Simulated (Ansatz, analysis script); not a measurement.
# CoO: spin spirals and exchange

Does a spiral lie below the collinear start of CoO, and how stiff are the moments?

Main program and level: Ansatz 0.2.0; PBE with U = 3.5 eV on Co d (ortho-atomic projectors), PAW set soft_1.

## (1) The starting structure

Symmetry: R-3m, No. 166, trigonal system. The conventional cell has a = 3.011 Å, b = 3.011 Å, c = 7.320 Å, α = 90.00°, β = 90.00°, γ = 120.00°. Nearest to Co lie 6 O at 2.12 Å. O has 6 Co at 2.12 Å nearest. Farther neighbours and most contacts between anions are not listed.

The cell comes from the Materials Project, a database of computed structures, and the real compound, where it exists, may take another one.

## (2) Two spin channels first

First a free collinear run, to see which state the typed moments lead to.

Contents of input.yaml:

```yaml
crystal:
  lattice:
    - [1.5054695445, 0.8691832468, 2.4399269062]
    - [-1.5054695445, 0.8691832468, 2.4399269062]
    - [0.0, -1.7383664936, 2.4399269062]
  atoms:
    - { symbol: Co, position: [0.0, 0.0, 0.0], spin: 3.0 }
    - { symbol: O, position: [0.5, 0.5, 0.5] }
magnetization:
  spin_polarized: true
kpoints:
  mp_grid: { grid: [6, 6, 6] }
hamiltonian:
  xc: pbe
  hubbard:
    projectors: ortho-atomic
    sites: [{ species: Co, l: d, u_eff: 3.5 }]
  pseudopotentials: { kind: paw, azcp: { folder: soft_1 } }
scf:
  occupations: { method: fermi_dirac, width: 0.05 }
  max_iter: 120
  convergence: { dr2_threshold: 1.0e-08 }
```

On the command line:

```console
$ ansatz run input.yaml --threads 4 --pin off --max-ram 11264MiB --backend cpu --events-out ev --progress --plain --runs-dir out
```

Numbers of over 12 decimals in the logs are rounded to 6 here.

What it wrote:

```text
Engine: ansatz 0.2.0, aarch64-unknown-linux-gnu
Pseudopotentials: kind: paw
Pseudopotential: Co, paw, valence charge 17, recommended cutoff 420 eV (normal), soft_1/Co.paw.azcp
Pseudopotential: O, paw, valence charge 6, recommended cutoff 420 eV (normal), soft_1/O.paw.azcp
Functional definition: PBE
  parameter kappa = 0.804
  parameter beta = 0.066725
  exchange = pbe_x(kappa = kappa, mu = beta*pi^2/3)
  correlation = pbe_c(beta = beta)
Crystal: 2 atoms, lattice volume = 19.156 Å³
Basis set: ecut = 420 eV, 339 PW (Γ)
Bands: 17, of which v1, the nominal top of the filled ones, is band 12 counted from 1 (11 counted from 0)
Symmetry: 12 space group operations
Space group: R-3m (ITA 166), of the structure as read, at distance tolerance 2.7e-5 Å
Magnetic group: BNS 166.97 (UNI 1327), of the structure as read, at distance tolerance 2.7e-5 Å
k-points: 32 of 216
Non-local potential: Co, projectors of the file, l = 0: 3, l = 1: 2, l = 2: 3, l = 3: 1
Non-local potential: O, projectors of the file, l = 0: 2, l = 1: 2, l = 2: 1
PAW form: soft (Blöchl's): semilocal exchange-correlation on the pseudo side does not see the compensation charge
PAW one-centre angular grid: Co, 590 points (default); XC on 64 Gauss nodes
PAW one-centre angular grid: O, 110 points (default); XC on 64 Gauss nodes
Initial density: superposition of atomic densities (chi_scale 0.1, normalization cell, long waves kept (reshape's long-wave potential 0.00 eV rms))
Starting moments: Σ|m| = 3 μB on 1 of 2 sites
Initial wavefunctions: pseudopotential atomic-orbital guess
Functional: x = pbe(κ = 0.804, μ = 0.219515), c = pbe(β = 0.066725)
SCF iter   1: F=—  HF=-5691.710401 eV  |F-HF|=—  |Δ(HF+E_count)|=         —  Δρ=3.42e-1 (↑9.65e-2 ↓3.42e-1)  dr2=2.67e1  dr2_m=3.36e0  M=1.735 μB ∫|m|=1.735 μB  β_m=0.30  ethr=3.10e-3  ⟨swp⟩=5.1  Hψ=4866  notcnv=0
preconditioner: auto → none  [metal: Δε(μ)=0.035 eV  Ē_g=14.753 eV  σ=0.050 eV  W_gap=0.17  n_scr=8 (ndim 8)  ℏωp=32.9 eV  f_vac=0.000  D(μ)=4.05/eV (n_scr^D=64)  sad-step TF]
SCF iter   2: F=—  HF=-5690.122891 eV  |F-HF|=—  |Δ(HF+E_count)|=    1.59e0  Δρ=7.79e-2 (↑6.03e-2 ↓7.79e-2)  dr2=1.09e0  dr2_m=4.29e-1  M=3.000 μB ∫|m|=3.001 μB  β_m=1.00  ethr=3.10e-3  ⟨swp⟩=3.0  Hψ=2953  notcnv=0  defer=29
SCF iter   3: F=—  HF=-5690.003105 eV  |F-HF|=—  |Δ(HF+E_count)|=   1.20e-1  Δρ=2.51e-2 (↑2.51e-2 ↓1.93e-2)  dr2=1.66e-1  dr2_m=7.43e-3  M=2.999 μB ∫|m|=3.008 μB  β_m=0.30  ethr=3.10e-3  ⟨swp⟩=3.0  Hψ=2531  notcnv=0  defer=26
SCF iter   4: F=—  HF=-5690.236457 eV  |F-HF|=—  |Δ(HF+E_count)|=   2.33e-1  Δρ=2.83e-2 (↑1.10e-2 ↓2.83e-2)  dr2=1.38e-1  dr2_m=3.37e-2  M=2.848 μB ∫|m|=2.857 μB  β_m=0.30  ethr=7.20e-4  ⟨swp⟩=2.9  Hψ=2280  notcnv=0  defer=30
Mixer restart at iter 4: flushing history
spin-set hold released at iteration 4 (site moments contracting): the magnetisation degrees of freedom join the quasi-Newton model from the next iteration; the mixer history was flushed
SCF iter   5: F=—  HF=-5690.371548 eV  |F-HF|=—  |Δ(HF+E_count)|=   1.35e-1  Δρ=1.94e-2 (↑1.13e-2 ↓1.94e-2)  dr2=1.15e-1  dr2_m=9.67e-3  M=2.997 μB ∫|m|=3.009 μB  β_m=0.31  ethr=5.99e-4  ⟨swp⟩=2.3  Hψ=1862  notcnv=0  defer=37
SCF iter   6: F=—  HF=-5690.421338 eV  |F-HF|=—  |Δ(HF+E_count)|=   4.98e-2  Δρ=1.34e-2 (↑6.75e-3 ↓1.34e-2)  dr2=2.49e-2  dr2_m=9.19e-3  M=2.866 μB ∫|m|=2.878 μB  β_m=0.29  ethr=5.02e-4  ⟨swp⟩=2.2  Hψ=1769  notcnv=0  defer=39
SCF iter   7: F=—  HF=-5690.499002 eV  |F-HF|=—  |Δ(HF+E_count)|=   7.77e-2  Δρ=1.27e-2 (↑7.64e-3 ↓1.27e-2)  dr2=1.59e-2  dr2_m=1.27e-2  M=2.816 μB ∫|m|=2.832 μB  β_m=0.69  ethr=1.08e-4  ⟨swp⟩=1.9  Hψ=1434  notcnv=0  defer=39
SCF iter   8: F=—  HF=-5690.556570 eV  |F-HF|=—  |Δ(HF+E_count)|=   5.76e-2  Δρ=2.03e-2 (↑8.87e-3 ↓2.03e-2)  dr2=3.82e-2  dr2_m=2.63e-2  M=2.732 μB ∫|m|=2.750 μB  β_m=0.58  ethr=6.90e-5  ⟨swp⟩=2.1  Hψ=1410  notcnv=0  defer=39  recentre
SCF iter   9: F=—  HF=-5690.570249 eV  |F-HF|=—  |Δ(HF+E_count)|=   1.37e-2  Δρ=1.59e-2 (↑6.74e-3 ↓1.59e-2)  dr2=1.17e-2  dr2_m=1.52e-2  M=2.821 μB ∫|m|=2.838 μB  β_m=0.92  ethr=6.90e-5  ⟨swp⟩=2.1  Hψ=1785  notcnv=0  defer=42
[...]
SCF 1 converged in 22 iterations: F = -5690.525672 eV  dr2 = 6.18e-9
  greatest PAW one-centre occupation: 1.003 electrons in one spin orbital (limit 2), on the Co atom at site 0 (counted from 0), in its partial waves of l = 1
Following the negative reading down, search 1: the free energy F (with its fill's electron-count term) along its direction. At the converged state itself: F - F(close) = +3.365e-11 eV
  point 1 (+, 4.0e-4 eV away): F - F(close) = -2.034e-3 eV
  point 2 (+, 1.6e-3 eV away): F - F(close) = -7.644e-3 eV
  point 3 (+, 6.4e-3 eV away): F - F(close) = -2.627e-2 eV
  point 4 (+, 2.6e-2 eV away): F - F(close) = -7.035e-2 eV
  point 5 (+, 1.0e-1 eV away): F - F(close) = -1.161e-1 eV
  point 6 (+, 4.1e-1 eV away): F - F(close) = -1.402e-1 eV
  point 7 (+, 1.6e0 eV away): F - F(close) = -1.358e-1 eV
  point 8 (-, 2.6e-2 eV away): F - F(close) = -1.641e-1 eV
  point 9 (-, 1.0e-1 eV away): F - F(close) = -4.188e-1 eV
  point 10 (-, 4.1e-1 eV away): F - F(close) = -5.976e-1 eV
  point 11 (-, 1.6e0 eV away): F - F(close) = -6.519e-1 eV
  point 12 (-, 6.6e0 eV away): F - F(close) = -5.062e-1 eV
Initial density: handed on by an earlier stage of this run
Starting moments: Σ|m| = 3 μB on 1 of 2 sites; this step starts from the density that it was given
Initial wavefunctions: those handed on with the density
[...]
preconditioner: auto → none  [insulator: Δε(μ)=0.118 eV  Ē_g=14.862 eV  σ=0.050 eV  W_gap=0.50  n_scr=8 (ndim 8)  ℏωp=32.9 eV  f_vac=0.000  D(μ)=0.23/eV (n_scr^D=0)  ε∞_Penn≈5.9]
[...]
SCF iter   6: F=—  HF=-5691.359805 eV  |F-HF|=—  |Δ(HF+E_count)|=   9.68e-5  Δρ=1.29e-3 (↑3.00e-4 ↓1.29e-3)  dr2=1.47e-4  dr2_m=9.36e-5  M=3.000 μB ∫|m|=3.009 μB  β_m=0.73  ethr=8.12e-6  ⟨swp⟩=1.8  Hψ=1475  notcnv=0  defer=54
SCF iter   7: F=—  HF=-5691.359889 eV  |F-HF|=—  |Δ(HF+E_count)|=   8.43e-5  Δρ=2.57e-4 (↑5.77e-5 ↓2.57e-4)  dr2=1.22e-5  dr2_m=2.83e-6  M=3.000 μB ∫|m|=3.009 μB  β_m=0.86  ethr=6.38e-7  ⟨swp⟩=2.2  Hψ=1549  notcnv=0  defer=53
SCF iter   8: F=—  HF=-5691.359888 eV  |F-HF|=—  |Δ(HF+E_count)|=   1.07e-6  Δρ=6.61e-5 (↑2.53e-5 ↓6.61e-5)  dr2=8.51e-7  dr2_m=2.22e-7  M=3.000 μB ∫|m|=3.009 μB  β_m=0.93  ethr=5.31e-8  ⟨swp⟩=1.8  Hψ=1237  notcnv=0  defer=53
SCF iter   9: F=—  HF=-5691.359888 eV  |F-HF|=—  |Δ(HF+E_count)|=   1.24e-7  Δρ=1.74e-5 (↑3.29e-6 ↓1.74e-5)  dr2=4.71e-8  dr2_m=1.65e-8  M=3.000 μB ∫|m|=3.009 μB  β_m=0.97  ethr=3.70e-9  ⟨swp⟩=2.1  Hψ=1355  notcnv=0  defer=53
SCF iter  10: F=-5691.359888 eV  HF=-5691.359888 eV  |F-HF|=1.20e-10  |Δ(HF+E_count)|=   3.73e-9  Δρ=9.19e-7 (↑2.48e-7 ↓9.19e-7)  dr2=1.66e-10  dr2_m=2.73e-11  M=3.000 μB ∫|m|=3.009 μB  ethr=4.35e-11  ⟨swp⟩=5.0  Hψ=3111  notcnv=0
SCF 2 converged in 10 iterations: F = -5691.359888 eV  dr2 = 1.66e-10
The result is that of the SCF that stage 1 started: 0.83 eV lower in free energy than the state whose close was followed first; 22 iterations were spent on what was left
Symmetry: 4 space group operations
k-points: 68 of 216
Initial density: read from a saved state, or passed on in memory by an earlier SCF of this step, an earlier step, the calling program or the single point that the run made first
Initial wavefunctions: those read from a saved state, or passed on in memory by an earlier step or the calling program
iter 1 solved again at ethr=1.00e-12 eV; its pass at ethr=4.35e-6 eV (dr2=1.65e-10 eV) is discarded
SCF iter   1: F=—  HF=-5691.359888 eV  |F-HF|=—  |Δ(HF+E_count)|=         —  Δρ=9.10e-7 (↑2.55e-7 ↓9.10e-7)  dr2=1.63e-10  dr2_m=2.65e-11  M=3.000 μB ∫|m|=3.009 μB  ethr=1.00e-12  ⟨swp⟩=1.0  Hψ=13979  notcnv=0
preconditioner: auto → none  [insulator: Δε(μ)=1.335 eV  Ē_g=14.943 eV  σ=0.050 eV  W_gap=1.00  n_scr=8 (ndim 8)  ℏωp=32.9 eV  f_vac=0.000  D(μ)=0.00/eV (n_scr^D=0)  ε∞_Penn≈5.8]
SCF iter   2: F=—  HF=-5691.359887 eV  |F-HF|=—  |Δ(HF+E_count)|=   6.43e-7  Δρ=5.35e-5 (↑4.35e-5 ↓5.35e-5)  dr2=8.24e-7  dr2_m=5.41e-8  M=3.000 μB ∫|m|=3.009 μB  ethr=4.35e-6  ⟨swp⟩=1.6  Hψ=11227  notcnv=0
SCF iter   3: F=—  HF=-5691.359888 eV  |F-HF|=—  |Δ(HF+E_count)|=   6.52e-7  Δρ=9.18e-6 (↑7.58e-6 ↓9.18e-6)  dr2=3.37e-8  dr2_m=4.39e-10  M=3.000 μB ∫|m|=3.009 μB  ethr=6.51e-9  ⟨swp⟩=1.5  Hψ=5983  notcnv=0
SCF iter   4: F=-5691.359888 eV  HF=-5691.359888 eV  |F-HF|=2.95e-10  |Δ(HF+E_count)|=   8.68e-9  Δρ=9.83e-7 (↑9.15e-7 ↓9.83e-7)  dr2=3.45e-10  dr2_m=1.24e-11  M=3.000 μB ∫|m|=3.009 μB  ethr=4.35e-11  ⟨swp⟩=1.0  Hψ=5169  notcnv=0
an SCF along what the orbitals of the run's state read of its open shells (or to have them read: on a GPU, or by another smearing), with 8 of the crystal's symmetry operations given up (68 k-points in place of 32), reached no lower state that the run goes on to. This is no proof of a minimum
SCF converged after 10 iterations
Magnetization: 3.0000 μB (13.0000 up, 10.0000 down)
Absolute magnetization: 3.0059 μB (∫|ρ↑−ρ↓|, with the PAW one-centre terms)
Spin contamination: 0.0032 ħ² per cell (⟨S²⟩ above its minimum at these occupations)
Per-site moments (μB) at R_I (Å): [(2.598339, 0.876039), (0.229202, 0.876039)]
Free energy (F): -5691.359888 eV
Harris-Foulkes:  -5691.359888 eV  (|F-HF|=1.20e-10)
Internal energy: -5691.359888 eV  (E = F + TS)
E sigma→0 (E₀):  -5691.359888 eV
Entropy (-TS):   -0.000000 eV (-0.000 meV/atom)
Fermi energy:    14.361625 eV
--- Per-component energies (eV) ---
  E_band       = -314.477982
  E_kinetic    = 455.213682
  E_local      = -3235.044503  (includes V_loc(G=0)·N_el)
  E_nonlocal   = 493.696435
  E_hartree    = 1396.050098
  E_xc         = -160.951965
  E_vxc        = -206.207966  (∫ρ·V_xc dr)
  E_hubbard    = 0.545803  (on-site DFT+U / exact-exchange correction)
  E_vhub       = -11.656909  (the Hubbard potential's part of the band-sum identity)
  E_paw        = -1738.185912  (= ΣΔE_a)
  E_vpaw       = -602.579127  (= ΣTr[D̂ρ^β])
  E_aug_tail   = 0.000751  (compensation charges beyond the density's cutoff)
  E_ewald      = -2902.684276
  E_smearing   = -0.000000  (= −TS)
  E_closure    = -0.000000  (closes the sum)
  Σ components = -5691.359888   (vs F -5691.359888, Δ=0.00e0)
--- Band table (eV; the first three rows and the last of 64) ---
  k-point 0 ↑: bands = [... 8 lower, 9.3833, 9.3833, 11.2320, 11.2437, 11.2437, 15.0598, 30.6924, 31.9496, ... 1 higher]
  k-point 1 ↑: bands = [... 8 lower, 8.7469, 9.4787, 10.6106, 11.9999, 12.0673, 16.7077, 27.3140, 30.8394, ... 1 higher]
  k-point 2 ↑: bands = [... 8 lower, 8.8093, 9.8424, 10.8019, 13.0864, 13.1900, 18.6783, 24.2943, 28.4214, ... 1 higher]
  k-point 31 ↓: bands = [... 8 lower, 11.8244, 11.8244, 16.1173, 17.8501, 17.8501, 19.4115, 24.5002, 27.8656, ... 1 higher]
Occupation matrices written to <dir>
```

The job ended after 5.1 s (4 threads of Arm Neoverse V2, shared host; peak memory 0.38 GiB).

The column dr2 measures how far the density is from self-consistency, as an energy; F and HF (Harris–Foulkes) agree once it is small.

Spin moment in the atom's sphere by atom:

```tsv
atom	spin moment in the atom's sphere (μB)
Co1	2.60
O2	0.23
```

Tables count atoms from 1; parts of the log count from 0.

The run ends ferromagnetic, with a net moment of 3 μB a cell. With one Co atom carrying the moment, parallel order of its images is forced by the cell, not found.

Each spiral starts from these moments, tilted 90° from the rotation axis z (a flat spiral), and is free to relax. Spin–orbit coupling is switched off, so the energy does not depend on how the axis lies in the crystal. The folder named start holds the saved collinear state, from which each run begins.

The runs on spinors take the mesh 8×8×8.

## (3) q = (0, 0, 0)

The reference is the same input at q = 0, so that basis and exchange-correlation form match those at other q. Every q is chosen so that q/2 is a mesh vector: every spiral then samples the k-points of q = 0, and much mesh noise cancels.

input.yaml, the sections that differ from step 2:

```yaml
crystal:
  lattice:
    - [1.5054695445, 0.8691832468, 2.4399269062]
    - [-1.5054695445, 0.8691832468, 2.4399269062]
    - [0.0, -1.7383664936, 2.4399269062]
  atoms:
    - { symbol: Co, position: [0.0, 0.0, 0.0], spin: 2.6, spin_axis: [1.0, 0.0, 0.0] }
    - { symbol: O, position: [0.5, 0.5, 0.5] }
kpoints:
  mp_grid: { grid: [8, 8, 8] }
basis:
  ecutwfc: 420.0
magnetization:
  noncollinear: true
  spin_spiral: { q: [0.0, 0.0, 0.0] }
checkpoint:
  read: start
# hamiltonian, scf: as in step 2
```

On the command line:

```console
$ ansatz run input.yaml --threads 1 --pin off --max-ram 2816MiB --backend cpu --events-out ev --progress --plain --runs-dir out
```

What it wrote:

```text
Warning: magnetization.spin_spiral: disabling space-group detection — beside a Hubbard shell, its report or a lock it is not worked out which of the operations that keep the spiral keep those too, and one that does not would average them into another order's, and files of the run's orbitals state none, so no spatial operation reduces the k-mesh or symmetrises the density; of a planar spiral with no Hubbard correction or report and no files of its own orbitals, on a mesh that holds points beside their negatives, k and −k, whose spinors are each other's conjugates with the components exchanged, are solved as one point, and the moment along z is held at nought; [rest of the remark cut]
Warning: checkpoint.read: spin treatment differs: saved collinear, current noncollinear; the saved charge density seeds this run and the saved magnetisation is carried along the axis that this deck's starting moments share; the saved density holds an absolute magnetisation of 3.0e0 μB; saved orbitals are not carried; the saved PAW projector densities are carried along that axis; the saved DFT+U occupations are carried along that axis
Warning: checkpoint.read: magnetization.spin_spiral differs: saved none, current q = [0, 0, 0]; the saved state is no spin spiral's: the SCF starts from none of its orbitals and from its density, each atom's moment turned about z as a whole to its place on this deck's spiral. A spiral's own state at q: [0, 0, 0] serves better
[...]
Crystal: 2 atoms, lattice volume = 19.156 Å³
Basis set: ecut = 420 eV, 339 PW (Γ)
Bands: 32, of which v1, the nominal top of the filled ones, is band 23 counted from 1 (22 counted from 0)
Symmetry: 1 space group operations
k-points: 512
Spin spiral: q = (0, 0, 0) of the reciprocal vectors; moments are told in the frame that turns with it, a site's in that at the site
[...]
SCF iter   4: F=-5691.360484 eV  HF=-5691.360484 eV  |F-HF|=1.12e-9  |Δ(HF+E_count)|=   2.39e-8  Δρ=1.20e-5  dr2=5.78e-9  dr2_m=6.27e-9  ethr=4.35e-11  |M|=3.00e0 ∫|m|=3.01e0 μB  |m|>n=0.0e0 m-floor=0.0e0 τ_xc=3.0e-10 mc-row=0.0e0  ⟨swp⟩=2.0  Hψ=30145  notcnv=0
SCF 1 converged in 4 iterations: F = -5691.360484 eV  dr2 = 5.78e-9
[...]
SCF converged after 4 iterations
Magnetization: |M| = 3.0000 μB,  M = (+3.0000, -0.0000, +0.0000) μB
Absolute magnetization: 3.0059 μB (∫|m|, with the PAW one-centre terms)
  site 0: m = (+2.5984, -0.0000, +0.0000) μB, |m| = 2.5984 μB  (R = 0.88 Å)
  site 1: m = (+0.2290, -0.0000, +0.0000) μB, |m| = 0.2290 μB  (R = 0.88 Å)
Free energy (F): -5691.360484 eV
[...]
Internal energy: -5691.360484 eV  (E = F + TS)
E sigma→0 (E₀):  -5691.360484 eV
Entropy (-TS):   -0.000000 eV (-0.000 meV/atom)
Fermi energy:    14.359145 eV
[...]
```

The job ended after 61 s (1 thread; peak memory 0.92 GiB).

The largest moment is 2.60 μB, against 2.60 μB in the collinear run.

## (4) q = (0.25, 0.25, 0.25)

Only q changes. The cell stays that of the crystal, since the generalised Bloch theorem carries the rotation from cell to cell.

input.yaml, as its differences from that of step 3:

```diff
@@ -24,3 +24,3 @@
   noncollinear: true
-  spin_spiral: { q: [0.0, 0.0, 0.0] }
+  spin_spiral: { q: [0.25, 0.25, 0.25] }
 checkpoint:
```

What it wrote:

```text
[...]
Crystal: 2 atoms, lattice volume = 19.156 Å³
Basis set: ecut = 420 eV, 339 PW (Γ)
Bands: 32, of which v1, the nominal top of the filled ones, is band 23 counted from 1 (22 counted from 0)
Symmetry: 1 space group operations
k-points: 512
[...]
SCF iter   8: F=-5691.414616 eV  HF=-5691.414616 eV  |F-HF|=1.67e-9  |Δ(HF+E_count)|=   3.01e-8  Δρ=3.94e-6  dr2=7.46e-10  dr2_m=7.09e-10  ethr=3.51e-11  |M|=2.79e0 ∫|m|=2.89e0 μB  |m|>n=0.0e0 m-floor=0.0e0 τ_xc=2.2e-2 mc-row=0.0e0  ⟨swp⟩=3.0  Hψ=41984  notcnv=0
SCF 1 converged in 8 iterations: F = -5691.414616 eV  dr2 = 7.46e-10
[...]
SCF converged after 8 iterations
Magnetization: |M| = 2.7888 μB,  M = (+2.7888, +0.0000, +0.0000) μB
Absolute magnetization: 2.8824 μB (∫|m|, with the PAW one-centre terms)
  site 0: m = (+2.5599, +0.0000, +0.0000) μB, |m| = 2.5599 μB  (R = 0.88 Å)
  site 1: m = (+0.1456, +0.0000, +0.0000) μB, |m| = 0.1456 μB  (R = 0.88 Å)
Free energy (F): -5691.414616 eV
[...]
Internal energy: -5691.414616 eV  (E = F + TS)
E sigma→0 (E₀):  -5691.414616 eV
Fermi energy:    14.285372 eV
[...]
```

Wall time 1.8 min (1 thread); peak memory 0.95 GiB.

The energy of the cell lies 54.1 meV below that at q = 0, and the largest moment is 2.56 μB against 2.60 μB.

(Continued in part 2 of 2.)

[Logs and program files are shortened in this print: banners, set-up blocks, solver, clock and traceback lines can be left out without a mark of their own.]

[Logs are printed without paths, hosts, clocks, repeated set-up lines and the standing remarks that a program may print on its own settings, such as how far it seeks lower states.]

[Hosts, paths, dates, database ids (printed as entryN), source tags and the programs' standing remarks are cut or masked in the printed files.]
